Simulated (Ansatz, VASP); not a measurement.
Cu: VASP beside Ansatz

```xyz
1
Lattice="-1.4644 1.4644 1.4174 1.4644 -1.4644 1.4174 1.4644 1.4644 -1.4174" Properties=species:S:1:pos:R:3 pbc="T T T"
Cu    0.0000    0.0000    0.0000
```

Change from the starting cell: strain +0.015 along x and y, +0.030 along z, atoms carried along.

Alike in both runs: task single point; functional PBEsol; k mesh 24 × 24 × 24; occupations gaussian, width 0.15 eV; no spin polarisation.

```csv
,VASP,Ansatz
version,VASP 6.6.1,Ansatz 0.2.0
potentials or method,"VASP PAW PBE potentials, release 64 (Cu)","scalar-relativistic, plane waves, PAW"
plane-wave cutoff (eV),520,420
valence electrons in the cell,11,19
```

```csv
,VASP,Ansatz,Ansatz less VASP
gap on the k mesh at the Fermi level (eV),none,none,-
pressure (GPa),-8.8,-9.5,-0.68
largest component of the traceless stress (GPa),0.16,0.16,+0.001
```

A gap of «none» marks a metal or a gap that the smearing closes. The two sets of potentials don't hold the same shells in valence.

Caveats: the PAW data sets were made with another functional, which shifts forces and pressure a little (VASP).
